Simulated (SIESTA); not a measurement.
## ZnS (Wurtzite-4H): band structure with BLYP

**Measured values to compare with.**

A printed reference work, monograph reports, for a bulk crystal of ZnS at 4 K: band gap 3.911 eV (direct).

Crystal: ZnS (Wurtzite-4H).

```
CELL_PARAMETERS angstrom
3.82270 0.00000 0.00000
-1.91135 3.31056 0.00000
0.00000 0.00000 12.52000
ATOMIC_POSITIONS crystal
Zn 0.66667 0.33333 0.75000
Zn 0.33333 0.66667 0.25000
Zn 0.00000 0.00000 0.50000
Zn 0.00000 0.00000 0.00000
S 0.66667 0.33333 0.93750
S 0.33333 0.66667 0.43750
S 0.00000 0.00000 0.68750
S 0.00000 0.00000 0.18750
```

| Property | Result |
| --- | --- |
| Program | SIESTA 5.4.2 |
| Task | band structure |
| Functional | BLYP |
| Potentials or basis | PseudoDojo 0.4 standard (PBE files) |
| Basis | DZP (energy shift 0.003 Ry; two zetas on semicore shells) |
| Grid cutoff | 800 Ry |
| Energy shift | 0.003 Ry |
| k mesh | 8 × 8 × 3 |
| Occupations | fermi-dirac, width 0.05 eV |
| Spin | no spin polarisation |

The pressure is 5.8 GPa and the largest force is 0.033 eV/Å. The band gap on the k mesh is 2.49 eV, direct and the band gap along the path is 2.49 eV, direct.

Forces on the atoms (eV/Å):
```
Zn   0.000  0.000  0.008
Zn   0.000  0.000  0.008
Zn   0.000  0.000  0.008
Zn   0.000  0.000  0.008
S    0.000  0.000  0.017
S    0.000  0.000  0.017
S    0.000  0.000 -0.033
S    0.000  0.000 -0.033
```

Stress tensor (GPa, compression positive):
```
5.87 0.01 0.00
0.01 5.87 0.00
0.00 0.00 5.60
```

Levels at the corners of the path, in eV from the valence-band top:
```csv
point,band 50,band 51,band 52,band 53,band 54,band 55
Γ,-0.03,0.00,0.00,2.49,3.51,3.70
M,-1.53,-1.08,-0.86,3.65,3.73,4.05
K,-1.71,-1.71,-1.30,4.86,5.23,5.23
Γ,-0.03,0.00,0.00,2.49,3.51,3.70
A,-0.14,-0.14,-0.14,3.35,3.35,3.64
L,-1.46,-1.08,-1.08,4.00,4.00,4.40
H,-1.76,-1.57,-1.57,4.72,4.72,5.51
A,-0.14,-0.14,-0.14,3.35,3.35,3.64
L,-1.46,-1.08,-1.08,4.00,4.00,4.40
M,-1.53,-1.08,-0.86,3.65,3.73,4.05
K,-1.71,-1.71,-1.30,4.86,5.23,5.23
H,-1.76,-1.57,-1.57,4.72,4.72,5.51
```

Run time: 41 s on 1 thread of AMD EPYC 9R45 96-Core Processor (Zen 5), with other jobs on the host, peak memory 0.51 GiB.

Measured gap of ZnS: 3.911 eV (direct; 4 K; a printed reference work, monograph). This calculation gives 2.49 eV (-1.42 eV). The value is that of BLYP in an atomic basis (PseudoDojo 0.4 standard (PBE files), DZP (energy shift 0.003 Ry; two zetas on semicore shells)), whose error adds to the functional's,, without temperature or zero-point motion. Semilocal functionals fall short of measured gaps as a rule.

Caveat: short orbitals over semicore shells can move pressures by several GPa; the valence orbitals were made in a potential fitted to the semicore shell under them, which widens gaps by tenths of an eV or more; the potentials were made for another functional, which shifts forces and pressure; the basis of atomic orbitals isn't converged, which shifts pressures, moduli and gaps.
